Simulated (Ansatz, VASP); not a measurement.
**One calculation of NaCl, two programs**

Contents of INCAR:

```
  PREC = Accurate
  ENCUT = 520
  EDIFF = 1E-7
  ISMEAR = 0
  SIGMA = 0.05
  LREAL = F
  LASPH = T
  NELM = 60
  ALGO = Normal
  ISIF = 2
  LWAVE = F
  LCHARG = F
  NBANDS = 14
```

The input KPOINTS:

```
Automatic mesh
0
Gamma
  6 6 6
```

File POSCAR:

```
NaCl
1.0
    3.5021900000      0.0000000000      0.0000000000
    0.0000000000      3.5021900000      0.0000000000
    0.0000000000      0.0000000000      3.7823652000
Na Cl
1 1
Direct
    0.0000000000      0.0000000000      0.0000000000
    0.5000000000      0.5000000000      0.5000000000
```

Input for Ansatz:

```yaml
crystal:
  lattice:
    - [3.50219, 0.0, 0.0]
    - [0.0, 3.50219, 0.0]
    - [0.0, 0.0, 3.7823652]
  atoms:
    - { symbol: Na, position: [0.0, 0.0, 0.0] }
    - { symbol: Cl, position: [0.5, 0.5, 0.5] }
basis:
  ecutwfc: 420
kpoints:
  mp_grid: { grid: [6, 6, 6] }
hamiltonian:
  xc: lda
scf:
  occupations: { method: gaussian, width: 0.05 }
output:
  forces: true
  stress: true
  eigenvalues: true
```

Change from the starting cell: strain +0.000 along x and y, +0.080 along z, atoms carried along.

Alike in both runs: task single point; functional LDA; k mesh 6 × 6 × 6; occupations gaussian, width 0.05 eV; no spin polarisation.

```csv
,VASP,Ansatz
version,VASP 6.6.1,Ansatz 0.2.0
potentials or method,"VASP PAW LDA potentials, release 64 (Na_pv, Cl)","scalar-relativistic, plane waves, PAW"
plane-wave cutoff (eV),520,420
valence electrons in the cell,14,16
```

Ansatz gave:

```
gap on the k mesh at the Fermi level (eV)       : 3.14
least direct gap on the mesh (eV)               : 3.54
pressure (GPa)                                  : -4.2
largest component of the traceless stress (GPa) : 3.17
```

**Question.** What did VASP give for the same quantities?

**Answer.** gap on the k mesh at the Fermi level (eV): 3.15; least direct gap on the mesh (eV): 3.55; pressure (GPa): -4.2; largest component of the traceless stress (GPa): 3.17.

The two sets of potentials don't hold the same shells in valence.

A k mesh can miss the band edges.
